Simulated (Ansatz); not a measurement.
ZnSe (h-MgO type) (no longer in that coordination), 4 atoms and 56 valence electrons in a cell of about 92 Å³, was run 8 times in the plane-wave code Ansatz, each time on 2 threads of Arm Neoverse V1, on a shared host.

| run | k mesh | irreducible k | cutoff (eV) | plane waves | bands | SCF iterations | wall time | peak host memory (GiB) |
| --- | --- | --- | --- | --- | --- | --- | --- | --- |
| G0W0, PBE, 149 empty bands, 80 eV | 6×6×2 | 14 | 420 | 1767 | 34 | 7 | 80 s | 0.47 |
| G0W0, PBE, 346 empty bands, 140 eV | 6×6×2 | 14 | 420 | 1767 | 34 | 7 | ? | ? |
| G0W0, PBE, 636 empty bands, 210 eV | 6×6×2 | 14 | 420 | 1767 | 34 | 7 | ? | ? |
| G0W0, HSE06, 346 empty bands, 140 eV | 6×6×2 | 14 | 420 | 1767 | 34 | 14 | 13 min | 1.8 |
| G0W0, LDA, 346 empty bands, 140 eV | 6×6×2 | 14 | 420 | 1767 | 34 | 7 | 7 min | 0.86 |
| G0W0, r2SCAN, 346 empty bands, 140 eV | 6×6×2 | 14 | 500 | 2345 | 34 | 8 | ? | ? |
| G0W0, PBE, 346 empty bands, 140 eV, plasmon pole | 6×6×2 | 14 | 420 | 1767 | 34 | 7 | ? | ? |
| G0W0, PBE, 149 empty bands, 80 eV | 6×6×4 | 21 | 420 | 1767 | 34 | 7 | 3 min | 0.57 |

Task: Estimate the missing times and memories.

Result:
```
                                             run  wall time  peak host memory (GiB)
G0W0, PBE, 346 empty bands, 140 eV, plasmon pole    5.5 min                     1.3
              G0W0, PBE, 346 empty bands, 140 eV    6.2 min                    0.83
           G0W0, r2SCAN, 346 empty bands, 140 eV    6.7 min                       1
              G0W0, PBE, 636 empty bands, 210 eV     27 min                     1.7
```

With a shallow d shell on the cation, G0W0 converges slowly in bands and cutoff, so these values are in doubt.
